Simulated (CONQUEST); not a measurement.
Crystal: Fe.

```
Fe
1.0
     2.88600    0.00000    0.00000
     0.00000    2.88600    0.00000
     0.00000    0.00000    2.88600
Fe
2
Direct
  0.00000 0.00000 0.00000
  0.50000 0.50000 0.50000
```

```yaml
Program: CONQUEST 1.3
Task: single point
Functional: PBE
Potentials_or_basis: PseudoDojo NC PBE, DZP, grid cutoff 150 Ha
k_mesh: 7 × 7 × 7
Occupations: fermi-dirac, width 0.05 eV
Spin: collinear spin, ferromagnetic start
Starting_moments: "[3.0, 3.0] μB"
```

On this cell: pressure -4.0 GPa; largest force zero by symmetry; net moment 4.98 μB per cell; site moments Fe +2.49 μB; band gap on the k mesh none (metal or under the smearing width).

The same run follows on a disturbed copy (atoms of the box moved at random, drawn with an rms of 0.05 Å):

```
CELL_PARAMETERS angstrom
2.88600 0.00000 0.00000
0.00000 2.88600 0.00000
0.00000 0.00000 2.88600
ATOMIC_POSITIONS crystal
Fe 0.00250 0.00920 0.01868
Fe 0.48266 0.49486 0.49722
```

Problem. What changes?

Solution. The energy (extrapolated to zero smearing) moves by +19.2 meV/atom; pressure -3.4 GPa; largest force 0.835 eV/Å; net moment 4.97 μB per cell; site moments Fe +2.49 μB; band gap on the k mesh none (metal or under the smearing width).

Forces on the atoms (eV/Å):
```
Fe  -0.497 -0.357 -0.568
Fe   0.523  0.351  0.540
```

Stress tensor (GPa, compression positive):
```
-3.57  0.15  0.21
 0.15 -3.21  0.18
 0.21  0.18 -3.54
```

Caveats: moments can come out somewhat high in this basis; the basis of atomic orbitals isn't converged, which shifts pressures, moduli and gaps; the box holds several primitive cells, so bands are folded and the points are those of the box's own zone (some runs).
